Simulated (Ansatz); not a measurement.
## AlGa3N4: random displacements

The calculation used DFT r2SCAN, scalar-relativistic, plane waves, PAW in Ansatz 0.2.0. Settings: plane waves to 500 eV, k-mesh 6×6×6 (Γ-centred), Gaussian smearing 0.05 eV. No spin polarisation. Energies are free energies at this smearing, counted from the undisturbed cell; pressure is positive in compression.

The undisturbed cell (relaxed at this level; it needn't be the usual structure):

```
CELL_PARAMETERS angstrom
4.46534 0.00000 0.00000
0.00000 4.46534 0.00000
0.00000 0.00000 4.46534
ATOMIC_POSITIONS crystal
Al 0.00000 0.00000 0.00000
Ga 0.50000 0.50000 0.00000
Ga 0.50000 0.00000 0.50000
Ga 0.00000 0.50000 0.50000
N 0.75535 0.75535 0.24465
N 0.75535 0.24465 0.75535
N 0.24465 0.75535 0.75535
N 0.24465 0.24465 0.24465
```

The atoms are displaced (Å, in the unstrained cell):

```tsv
atom	ux	uy	uz
Al1	0.310	-0.130	-0.062
Ga2	-0.237	-0.171	-0.261
Ga3	-0.227	-0.321	-0.422
Ga4	-0.249	0.092	0.362
N5	-0.101	0.138	0.188
N6	0.432	0.758	0.299
N7	0.231	-0.254	0.094
N8	-0.159	-0.111	-0.198
```

Strain (Voigt, engineering shear): (0.0670, 0.0346, 0.0815, -0.0096, 0.0144, 0.0178).

(1) What are the energy change, the stress and the forces?

Results:

(1) ΔE = 2074.9 meV/atom; stress (xx, yy, zz, yz, xz, xy; compression positive) (22.53, 20.55, 58.52, -22.53, -10.95, 0.40) GPa; gap on the mesh 0.55 eV.
```
atom Fx (eV/Å) Fy Fz
 Al1      -4.14   -1.42   -1.00
 Ga2       8.24   -9.56    7.84
 Ga3      -6.34    3.88    3.45
 Ga4      11.06   14.14  -33.89
  N5       8.97   -3.71   -2.98
  N6     -14.60  -17.07   31.80
  N7      -6.66   12.31   -8.36
  N8       3.46    1.42    3.13
```

Cost: 1 run of about 1.7 core-minutes, on Arm Neoverse V2 (shared hosts).